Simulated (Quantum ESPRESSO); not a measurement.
# Al (Pm-3m) in Quantum ESPRESSO: a series of runs

One crystal, Al, is run at these levels: PBEsol; tasks: energy-loss spectrum.

Program: Quantum ESPRESSO 7.5. These are calculated values, not measurements. Logs are shortened: lines on timing, memory, paths and dates and some standing lists are left out, and cuts for length are marked.

## Step 1: The structure

The structure is cubic, space group Pm-3m (No. 221). Conventional cell: a = 2.722 Å, b = 2.722 Å, c = 2.722 Å, α = 90.00°, β = 90.00°, γ = 90.00°. Al (site symmetry m-3m) is surrounded by 6 Al at 2.72 Å.

The cell was built by a generator and needn't be a form met in nature.

## Step 2: Energy-loss spectrum, PBEsol

Contents of pw.in:

```
&CONTROL
  calculation = 'scf'
  prefix = 'pwscf'
  outdir = './tmp'
  pseudo_dir = './pseudo'
  tprnfor = .true.
  tstress = .true.
  disk_io = 'low'
/
&SYSTEM
  ibrav = 0
  nat = 1
  ntyp = 1
  ecutwfc = 40
  nbnd = 6
  occupations = 'smearing'
  smearing = 'gaussian'
  degauss = 0.01999163
/
&ELECTRONS
  conv_thr = 2d-10
  electron_maxstep = 120
  mixing_beta = 0.5
/
ATOMIC_SPECIES
Al    26.9815 Al.upf
CELL_PARAMETERS angstrom
   2.7217600000    0.0000000000    0.0000000000
   0.0000000000    2.7217600000    0.0000000000
   0.0000000000    0.0000000000    2.7217600000
ATOMIC_POSITIONS angstrom
Al     0.0000000000    0.0000000000    0.0000000000
K_POINTS automatic
10 10 10 0 0 0
```

Contents of scf2.in:

```
&CONTROL
  calculation = 'scf'
  prefix = 'pwscf'
  outdir = './tmp'
  pseudo_dir = './pseudo'
  tprnfor = .true.
  tstress = .true.
  disk_io = 'low'
/
&SYSTEM
  ibrav = 0
  nat = 1
  ntyp = 1
  ecutwfc = 40
  nbnd = 6
  occupations = 'smearing'
  smearing = 'gaussian'
  degauss = 0.01999163
/
&ELECTRONS
  conv_thr = 1d-11
  electron_maxstep = 120
  mixing_beta = 0.5
  startingpot = 'file'
  startingwfc = 'file'
/
ATOMIC_SPECIES
Al    26.9815 Al.upf
CELL_PARAMETERS angstrom
   2.7217600000    0.0000000000    0.0000000000
   0.0000000000    2.7217600000    0.0000000000
   0.0000000000    0.0000000000    2.7217600000
ATOMIC_POSITIONS angstrom
Al     0.0000000000    0.0000000000    0.0000000000
K_POINTS automatic
10 10 10 0 0 0
```

Contents of eels.in:

```
&LR_INPUT
  prefix = 'pwscf'
  outdir = './tmp'
  restart_step = 5000
  restart = .false.
/
&LR_CONTROL
  calculator = 'lanczos'
  approximation = 'RPA_with_CLFE'
  q1 = 0.07502924672
  q2 = 0.07502924672
  q3 = 0.07502924672
  itermax = 400
/
```

Contents of spectrum.in:

```
&LR_INPUT
  prefix = 'pwscf'
  outdir = './tmp'
  eels = .true.
  itermax0 = 400
  itermax = 20000
  extrapolation = 'osc'
  epsil = 0.05
  units = 1
  start = 0
  end = 40
  increment = 0.2
/
```

Contents of spectrum_short.in:

```
&LR_INPUT
  prefix = 'pwscf'
  outdir = './tmp'
  eels = .true.
  itermax0 = 266
  itermax = 20000
  extrapolation = 'osc'
  epsil = 0.05
  units = 1
  start = 0
  end = 40
  increment = 0.2
/
```

Potentials or basis: PseudoDojo 0.4.1 SR PBEsol standard.

Launch:

```console
OMP_NUM_THREADS=1 pw.x -in pw.in > pw.out
OMP_NUM_THREADS=1 pw.x -in scf2.in > scf2.out
OMP_NUM_THREADS=1 turbo_eels.x -in eels.in > eels.out
OMP_NUM_THREADS=1 turbo_spectrum.x -in spectrum.in > spectrum.out
OMP_NUM_THREADS=1 turbo_spectrum.x -in spectrum_short.in > spectrum_short.out
```

pw.out:

```text
This program is part of the open-source Quantum ESPRESSO suite
     for quantum simulation of materials; please cite
         "P. Giannozzi et al., J. Phys.:Condens. Matter 21 395502 (2009);
         "P. Giannozzi et al., J. Phys.:Condens. Matter 29 465901 (2017);
         "P. Giannozzi et al., J. Chem. Phys. 152 154105 (2020);
     in publications or presentations arising from this work. More details at

     Message from routine setup:
     using ibrav=0 with symmetry is DISCOURAGED, use correct ibrav instead

     G-vector sticks info
     --------------------
     sticks:   dense  smooth     PW     G-vecs:    dense   smooth      PW
     Sum         341     341    113                 4697     4697     925

     Using Slab Decomposition

     bravais-lattice index     =            0
     lattice parameter (alat)  =       5.1434  a.u.
     unit-cell volume          =     136.0649 (a.u.)^3
     number of atoms/cell      =            1
     number of atomic types    =            1
     number of electrons       =         3.00
     number of Kohn-Sham states=            6
     kinetic-energy cutoff     =      40.0000  Ry
     charge density cutoff     =     160.0000  Ry
     scf convergence threshold =      2.0E-10
     mixing beta               =       0.5000
     number of iterations used =            8  plain     mixing
     Exchange-correlation= PBESOL
                           (   1   4  10   8   0   0   0)

     celldm(1)=   5.143381  celldm(2)=   0.000000  celldm(3)=   0.000000
     celldm(4)=   0.000000  celldm(5)=   0.000000  celldm(6)=   0.000000

     crystal axes: (cart. coord. in units of alat)
               a(1) = (   1.000000   0.000000   0.000000 )
               a(2) = (   0.000000   1.000000   0.000000 )
               a(3) = (   0.000000   0.000000   1.000000 )

     reciprocal axes: (cart. coord. in units 2 pi/alat)
               b(1) = (  1.000000  0.000000  0.000000 )
               b(2) = (  0.000000  1.000000  0.000000 )
               b(3) = (  0.000000  0.000000  1.000000 )

     PseudoPot. # 1 for Al read from file:
     Al.upf
     Pseudo is Norm-conserving + core correction, Zval =  3.0
     Generated using ONCVPSP code by D. R. Hamann
     Using radial grid of 1876 points,  6 beta functions with:
                l(1) =   0
                l(2) =   0
                l(3) =   1
                l(4) =   1
                l(5) =   2
                l(6) =   2

     atomic species   valence    mass     pseudopotential
     Al                3.00    26.98150     Al( 1.00)

     48 Sym. Ops., with inversion, found

   Cartesian axes

     site n.     atom                  positions (alat units)
         1        Al     tau(   1) = (   0.0000000   0.0000000   0.0000000  )

     number of k points=    56  Gaussian smearing, width (Ry)=  0.0200
                       cart. coord. in units 2pi/alat
        k(    1) = (   0.0000000   0.0000000   0.0000000), wk =   0.0020000
        k(    2) = (   0.0000000   0.0000000   0.1000000), wk =   0.0120000
        k(    3) = (   0.0000000   0.0000000   0.2000000), wk =   0.0120000
        k(    4) = (   0.0000000   0.0000000   0.3000000), wk =   0.0120000
        k(    5) = (   0.0000000   0.0000000   0.4000000), wk =   0.0120000
        k(    6) = (   0.0000000   0.0000000  -0.5000000), wk =   0.0060000
[... 48 lines left out ...]
        k(   55) = (   0.4000000  -0.5000000  -0.5000000), wk =   0.0120000
        k(   56) = (  -0.5000000  -0.5000000  -0.5000000), wk =   0.0020000

     Dense  grid:     4697 G-vectors     FFT dimensions: (  24,  24,  24)

     Initial potential from superposition of free atoms

     starting charge       2.9977, renormalised to       3.0000
     Starting wfcs are    4 randomized atomic wfcs +    2 random wfcs

     Self-consistent Calculation

     iteration #  1     ecut=    40.00 Ry     beta= 0.50
     Davidson diagonalization with overlap
     ethr =  1.00E-02,  avg # of iterations =  7.1

     Threshold (ethr) on eigenvalues was too large:
     Diagonalizing with lowered threshold

     Davidson diagonalization with overlap
     ethr =  9.46E-05,  avg # of iterations =  4.2

     total energy              =      -4.61081707 Ry
     estimated scf accuracy    <       0.00269673 Ry

     iteration #  2     ecut=    40.00 Ry     beta= 0.50
     Davidson diagonalization with overlap
     ethr =  8.99E-05,  avg # of iterations =  1.2

     total energy              =      -4.61072519 Ry
     estimated scf accuracy    <       0.00056017 Ry

     iteration #  3     ecut=    40.00 Ry     beta= 0.50
     Davidson diagonalization with overlap
     ethr =  1.87E-05,  avg # of iterations =  1.4

     total energy              =      -4.61075328 Ry
     estimated scf accuracy    <       0.00000618 Ry

     iteration #  4     ecut=    40.00 Ry     beta= 0.50
     Davidson diagonalization with overlap
     c_bands:  1 eigenvalues not converged
     c_bands:  1 eigenvalues not converged
     ethr =  2.06E-07,  avg # of iterations =  3.9

     total energy              =      -4.61075461 Ry
     estimated scf accuracy    <          6.8E-09 Ry

     iteration #  5     ecut=    40.00 Ry     beta= 0.50
     Davidson diagonalization with overlap
     c_bands:  1 eigenvalues not converged
     ethr =  2.27E-10,  avg # of iterations =  4.0

     total energy              =      -4.61075466 Ry
     estimated scf accuracy    <          6.6E-10 Ry

     iteration #  6     ecut=    40.00 Ry     beta= 0.50
     Davidson diagonalization with overlap
     ethr =  2.21E-11,  avg # of iterations =  1.1

     End of self-consistent calculation

          k = 0.0000 0.0000 0.0000 (   587 PWs)   bands (ev):

    -4.0105  13.5454  13.5454  14.6363  14.6363  14.6363

          k = 0.0000 0.0000 0.1000 (   583 PWs)   bands (ev):

    -3.8132  11.0507  13.7110  14.8021  14.8021  16.7210

          k = 0.0000 0.0000 0.2000 (   582 PWs)   bands (ev):

    -3.2237   8.1384  14.1913  15.2980  15.2980  18.4248

          k = 0.0000 0.0000 0.3000 (   586 PWs)   bands (ev):

    -2.2509   5.4403  14.9217  16.1171  16.1171  19.7488

          k = 0.0000 0.0000 0.4000 (   586 PWs)   bands (ev):

    -0.9215   3.0583  15.7128  17.2217  17.2217  21.0212

          k = 0.0000 0.0000-0.5000 (   586 PWs)   bands (ev):

     0.3444   1.4392  16.1053  18.1354  18.1354  19.7065

          k = 0.0000 0.1000 0.1000 (   579 PWs)   bands (ev):

    -3.6161  10.7796  11.8312  14.9677  15.7189  18.0992

          k = 0.0000 0.1000 0.2000 (   574 PWs)   bands (ev):

    -3.0272   8.2772  11.9564  15.4628  16.3309  19.9312

          k = 0.0000 0.1000 0.3000 (   578 PWs)   bands (ev):

    -2.0553   5.6140  12.7507  16.2801  17.0674  20.6639

          k = 0.0000 0.1000 0.4000 (   587 PWs)   bands (ev):

    -0.7269   3.2415  13.7699  17.3803  17.5096  19.3628

          k = 0.0000 0.1000-0.5000 (   588 PWs)   bands (ev):

     0.5414   1.6219  14.4277  17.1082  18.2864  19.3018

          k = 0.0000 0.2000 0.2000 (   577 PWs)   bands (ev):

    -2.4401   8.2534   9.6391  15.9550  16.9088  20.7791

          k = 0.0000 0.2000 0.3000 (   581 PWs)   bands (ev):

    -1.4712   6.1071   9.9719  16.6904  16.7662  19.3835

          k = 0.0000 0.2000 0.4000 (   585 PWs)   bands (ev):

    -0.1460   3.7844  11.0622  15.0848  17.8547  19.9540

          k = 0.0000 0.2000-0.5000 (   584 PWs)   bands (ev):

     1.1295   2.1661  11.9075  13.9658  18.7416  20.3562

          k = 0.0000 0.3000 0.3000 (   581 PWs)   bands (ev):

    -0.5071   6.4428   7.8708  14.6169  17.5664  19.8625

          k = 0.0000 0.3000 0.4000 (   577 PWs)   bands (ev):

     0.8120   4.6485   8.5014  12.4748  18.6370  21.0152

          k = 0.0000 0.3000-0.5000 (   576 PWs)   bands (ev):

     2.0998   3.0527   9.4216  11.1821  19.5017  21.0930

          k = 0.0000 0.4000 0.4000 (   570 PWs)   bands (ev):

     2.1223   5.3571   6.6732  10.2120  19.6860  22.3397

          k = 0.0000 0.4000-0.5000 (   568 PWs)   bands (ev):

     3.4368   4.1963   7.1403   8.8932  20.5602  21.8959

          k = 0.0000-0.5000-0.5000 (   576 PWs)   bands (ev):

     4.9953   4.9953   5.2624   7.7116  21.6584  22.2973

          k = 0.1000 0.1000 0.1000 (   579 PWs)   bands (ev):

    -3.4192  10.9505  10.9505  13.3990  18.2496  18.2497

          k = 0.1000 0.1000 0.2000 (   577 PWs)   bands (ev):

    -2.8309   8.4209  11.4557  13.5284  18.6712  20.4394

          k = 0.1000 0.1000 0.3000 (   575 PWs)   bands (ev):

    -1.8600   5.7873  12.2628  14.3460  19.1119  20.7051

          k = 0.1000 0.1000 0.4000 (   585 PWs)   bands (ev):

    -0.5327   3.4244  13.2459  15.5549  18.1795  18.9318

          k = 0.1000 0.1000-0.5000 (   582 PWs)   bands (ev):

     0.7379   1.8045  13.8425  16.9678  17.2474  17.3235

          k = 0.1000 0.2000 0.2000 (   578 PWs)   bands (ev):

    -2.2445   8.4270   9.6528  13.4240  19.3892  21.2593

          k = 0.1000 0.2000 0.3000 (   577 PWs)   bands (ev):

    -1.2766   6.2799  10.0488  14.1546  17.7011  21.2538

          k = 0.1000 0.2000 0.4000 (   575 PWs)   bands (ev):

     0.0472   3.9662  11.1205  14.8003  16.1636  19.1932

          k = 0.1000 0.2000-0.5000 (   580 PWs)   bands (ev):

     1.3245   2.3482  11.9077  14.1455  16.7668  17.8035

          k = 0.1000 0.3000 0.3000 (   579 PWs)   bands (ev):

    -0.3138   6.6181   8.0156  14.2866  15.8197  21.5792

          k = 0.1000 0.3000 0.4000 (   583 PWs)   bands (ev):

     1.0035   4.8281   8.6510  12.6054  16.4367  19.9527

          k = 0.1000 0.3000-0.5000 (   590 PWs)   bands (ev):

     2.2920   3.2339   9.5504  11.3641  17.4359  18.6189

          k = 0.1000 0.4000 0.4000 (   581 PWs)   bands (ev):

     2.3113   5.5331   6.8456  10.3823  17.5158  20.4848

          k = 0.1000 0.4000-0.5000 (   578 PWs)   bands (ev):

     3.6245   4.3756   7.3067   9.0780  18.5556  19.5762

          k = 0.1000-0.5000-0.5000 (   576 PWs)   bands (ev):

     5.1716   5.1716   5.4474   7.8997  19.9519  20.1143

          k = 0.2000 0.2000 0.2000 (   573 PWs)   bands (ev):

    -1.6601   8.9425   8.9425  11.7162  20.3573  20.3573

          k = 0.2000 0.2000 0.3000 (   585 PWs)   bands (ev):

    -0.6955   6.7744   9.7736  12.0898  17.7992  18.8227

          k = 0.2000 0.2000 0.4000 (   584 PWs)   bands (ev):

     0.6241   4.5045  10.8131  13.2476  15.6848  16.7247

          k = 0.2000 0.2000-0.5000 (   584 PWs)   bands (ev):

     1.9063   2.8905  11.4806  14.6556  14.6966  14.9549

          k = 0.2000 0.3000 0.3000 (   579 PWs)   bands (ev):

     0.2633   7.1392   8.3415  12.1854  15.6643  18.6200

          k = 0.2000 0.3000 0.4000 (   583 PWs)   bands (ev):

     1.5752   5.3599   9.0295  12.6798  14.0878  17.0265

          k = 0.2000 0.3000-0.5000 (   584 PWs)   bands (ev):

     2.8652   3.7733   9.8499  11.9024  14.8706  15.5209

          k = 0.2000 0.4000 0.4000 (   585 PWs)   bands (ev):

     2.8748   6.0570   7.3374  10.8672  14.7190  17.5094

          k = 0.2000 0.4000-0.5000 (   582 PWs)   bands (ev):

     4.1830   4.9091   7.7837   9.6251  15.8292  16.5372

          k = 0.2000-0.5000-0.5000 (   580 PWs)   bands (ev):

     5.6965   5.6965   5.9897   8.4563  17.1363  17.4753

          k = 0.3000 0.3000 0.3000 (   588 PWs)   bands (ev):

     1.2151   7.9840   7.9840  10.8407  15.9583  15.9584

          k = 0.3000 0.3000 0.4000 (   584 PWs)   bands (ev):

     2.5166   6.2060   9.0571  11.5408  13.7823  14.8029

          k = 0.3000 0.3000-0.5000 (   582 PWs)   bands (ev):

     3.8078   4.6507   9.7735  12.6967  12.8328  13.2256

          k = 0.3000 0.4000 0.4000 (   582 PWs)   bands (ev):

     3.8007   6.9093   7.9989  11.3813  12.5923  14.8312

          k = 0.3000 0.4000-0.5000 (   588 PWs)   bands (ev):

     5.0962   5.7765   8.4551  10.5016  13.4434  13.8176

          k = 0.3000-0.5000-0.5000 (   588 PWs)   bands (ev):

     6.5510   6.5510   6.8388   9.3482  14.4536  14.4536

          k = 0.4000 0.4000 0.4000 (   588 PWs)   bands (ev):

     5.0562   8.0015   8.0015  10.9552  12.6306  12.6306

          k = 0.4000 0.4000-0.5000 (   590 PWs)   bands (ev):

     6.3239   6.8880   8.7492  11.5121  11.6511  12.0491

          k = 0.4000-0.5000-0.5000 (   588 PWs)   bands (ev):

     7.6496   7.6496   7.8365  10.4430  12.2460  12.2460

          k =-0.5000-0.5000-0.5000 (   624 PWs)   bands (ev):

     8.4080   8.4080   8.4080  11.1159  11.1159  12.3979

     the Fermi energy is     5.5567 ev

!    total energy              =      -4.61075466 Ry
     estimated scf accuracy    <          3.6E-11 Ry
     smearing contrib. (-TS)   =      -0.00148810 Ry
     internal energy E=F+TS    =      -4.60926656 Ry

     The total energy is F=E-TS. E is the sum of the following terms:
     one-electron contribution =       2.41040453 Ry
     hartree contribution      =       0.03200630 Ry
     xc contribution           =      -2.08691245 Ry
     ewald contribution        =      -4.96476495 Ry

     convergence has been achieved in   6 iterations

     Forces acting on atoms (cartesian axes, Ry/au):

     atom    1 type  1   force =     0.00000000    0.00000000    0.00000000

     Total force =     0.000000     Total SCF correction =     0.000000

     Computing stress (Cartesian axis) and pressure

          total   stress  (Ry/bohr**3)                   (kbar)     P=      -11.04
  -0.00007503   0.00000000   0.00000000          -11.04        0.00        0.00
   0.00000000  -0.00007503   0.00000000            0.00      -11.04        0.00
   0.00000000   0.00000000  -0.00007503            0.00        0.00      -11.04

=------------------------------------------------------------------------------=
   JOB DONE.
=------------------------------------------------------------------------------=
```

Wall time 77 s (1 thread of Arm Neoverse V2, shared host); peak memory 0.16 GiB.

Results:

* Free energy: -62.7325 eV
* Pressure: -1.1 GPa
* Band gap on the k mesh: none (metal or under the smearing width)
* Peak of the energy-loss function: 14.0 eV

Energy-loss function at q = [0.17321, 0.17321, 0.17321] (Å⁻¹, cartesian):
```json
{"energy (eV)": "0.0", "loss": "0.000"}
{"energy (eV)": "1.8", "loss": "0.021"}
{"energy (eV)": "3.4", "loss": "0.046"}
{"energy (eV)": "5.2", "loss": "0.086"}
{"energy (eV)": "7.0", "loss": "0.156"}
{"energy (eV)": "8.6", "loss": "0.240"}
{"energy (eV)": "10.4", "loss": "0.537"}
{"energy (eV)": "12.2", "loss": "1.842"}
{"energy (eV)": "13.8", "loss": "5.811"}
{"energy (eV)": "15.6", "loss": "1.795"}
{"energy (eV)": "17.4", "loss": "0.562"}
{"energy (eV)": "19.0", "loss": "0.279"}
{"energy (eV)": "20.8", "loss": "0.154"}
{"energy (eV)": "22.4", "loss": "0.097"}
{"energy (eV)": "24.2", "loss": "0.066"}
{"energy (eV)": "26.0", "loss": "0.050"}
{"energy (eV)": "27.6", "loss": "0.041"}
{"energy (eV)": "29.4", "loss": "0.036"}
{"energy (eV)": "31.2", "loss": "0.027"}
{"energy (eV)": "32.8", "loss": "0.019"}
{"energy (eV)": "34.6", "loss": "0.016"}
{"energy (eV)": "36.4", "loss": "0.016"}
{"energy (eV)": "38.0", "loss": "0.017"}
{"energy (eV)": "39.8", "loss": "0.017"}
```

(Part 1 of 2 ends here.)
